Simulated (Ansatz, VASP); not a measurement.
**ZnO in VASP and in Ansatz**

```
Zn O
1.0
     3.24198    0.00000    0.00000
    -1.62099    2.80764    0.00000
     0.00000    0.00000    5.22764
Zn O
2 2
Cartesian
  0.0000 1.8718 0.0076
  1.6210 0.9359 2.6214
  0.0000 1.8718 1.9899
  1.6210 0.9359 4.6037
```

Alike in both runs: functional revPBE; dispersion D3(BJ); k mesh 8 × 8 × 6; occupations gaussian, width 0.05 eV; no spin polarisation.

Ansatz relaxed the structure, and its values are those at the end. VASP's run is a single point on that final structure, the one shown.

|  | VASP | Ansatz |
| --- | --- | --- |
| version | VASP 6.6.1 | Ansatz 0.2.0 |
| potentials or method | VASP PAW PBE potentials, release 64 (Zn, O) | scalar-relativistic, plane waves, PAW |
| plane-wave cutoff (eV) | 520 | 420 |
| valence electrons in the cell | 36 | 36 |

Ansatz gave:

```
gap on the k mesh at the Fermi level (eV) : 0.87
least direct gap on the mesh (eV)         : 0.87
pressure (GPa)                            : 2.2
dispersion energy (meV/atom)              : -441.5
```

Problem. Estimate VASP's values.

Solution. gap on the k mesh at the Fermi level (eV): 0.85; least direct gap on the mesh (eV): 0.85; pressure (GPa): 3.3; dispersion energy (meV/atom): -441.5.

Caveats: the PAW data sets were made with another functional, which shifts forces and pressure a little (VASP). revPBE gaps usually lie below the measured ones, often by a third to a half.
